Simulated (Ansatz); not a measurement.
BAs:

```
As B
1.0
     0.00000    2.38850    2.38850
     2.38850    0.00000    2.38850
     2.38850    2.38850    0.00000
As B
1 1
Direct
  0.75000 0.75000 0.75000
  0.00000 0.00000 0.00000
```

```yaml
Program: Ansatz 0.2.0
Task: relaxation of cell and atoms
Functional: PBE
Potentials_or_basis: all-electron LAPW, scalar-relativistic
Basis_error_allowed: 0.001 eV/atom
k_mesh: 7 × 7 × 7
Occupations: fermi-dirac, width 0.05 eV
Spin: no spin polarisation
```

At the start: volume 13.63 Å³/atom.

Question: Where does the relaxation end?

Answer: Over 4 steps the energy falls by 2.3 meV/atom and the volume is 13.90 Å³/atom (+2.0 %); space group F-43m (No. 216, to 0.05 Å).

Step by step:
```csv
step,energy change (eV),largest force (eV/Å),volume (Å³)
1,0.0000,0.0000,27.25
2,-0.0043,0.0000,27.65
3,-0.0046,0.0000,27.80
4,-0.0046,0.0000,27.80
```

Final structure:
```
As B
1.0
     0.00000    2.40434    2.40434
     2.40434    0.00000    2.40434
     2.40434    2.40434    0.00000
As B
1 1
Direct
  0.75000 0.75000 0.75000
  0.00000 0.00000 0.00000
```
